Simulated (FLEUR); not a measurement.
Runs of FLEUR MaX-R8.1 (later development tree) on InP. It takes space group F-43m (No. 216, cubic). The conventional cell has a = 5.861 Å, b = 5.861 Å, c = 5.861 Å, α = 90.00°, β = 90.00°, γ = 90.00°. Around In (site symmetry -43m) lie 4 P at 2.54 Å. P (site symmetry -43m) is surrounded by 4 In at 2.54 Å. 

| task | level | k mesh | gmax | muffin-tin radii | max iterations | mixing factor | mixer | kmax | mesh quality | gap on the mesh (eV) | V0 of scaled cells (Å³/atom) | B0 (GPa) |
| --- | --- | --- | --- | --- | --- | --- | --- | --- | --- | --- | --- | --- |
| equation of state | r2SCAN | 8 × 8 × 8 | 15.5 1/bohr | In 2.35, P 1.96 bohr | - | - | - | 5 1/bohr | not flagged | - | 25.78 | 68 |
| equation of state | PBEsol | 8 × 8 × 8 | 15.5 1/bohr | In 2.35, P 1.96 bohr | - | - | - | 5 1/bohr | not flagged | - | (a) | 67 |
| equation of state | LDA | 8 × 8 × 8 | 15.5 1/bohr | In 2.35, P 1.96 bohr | - | - | - | 5 1/bohr | not flagged | - | 24.71 | 71 |
| single point | PBEsol | 8 × 8 × 8 | 15.5 1/bohr | In 2.35, P 1.96 bohr | 60 | 0.05 | Anderson | 5 1/bohr | not flagged | 0.61 | - | - |
| single point | HSE06 | 4 × 4 × 4 | 15 1/bohr | In 2.42, P 2.02 bohr | 30 | 0.05 | Anderson | 4.85 1/bohr | coarse | (b) | - | - |

Alike in all rows: potentials or basis all-electron, FLAPW; no spin polarisation; cell as given; smearing fermi-dirac 0.05 eV.

**Question.** Fill in the values left out.

**Answer.** (a) 25.39; (b) 1.53.

Caveats: some runs use coarse meshes; spin-orbit coupling is left out, which moves the levels of the heavy elements (some runs); the meta-GGA is that of a development version, with a GGA for the radial functions and cores and without core tails (some runs); core states are solved in the semilocal potential (some runs).

A k mesh can miss the band edges, and the runs leave out spin-orbit coupling on In.

The runs were made with more than one version of the program.
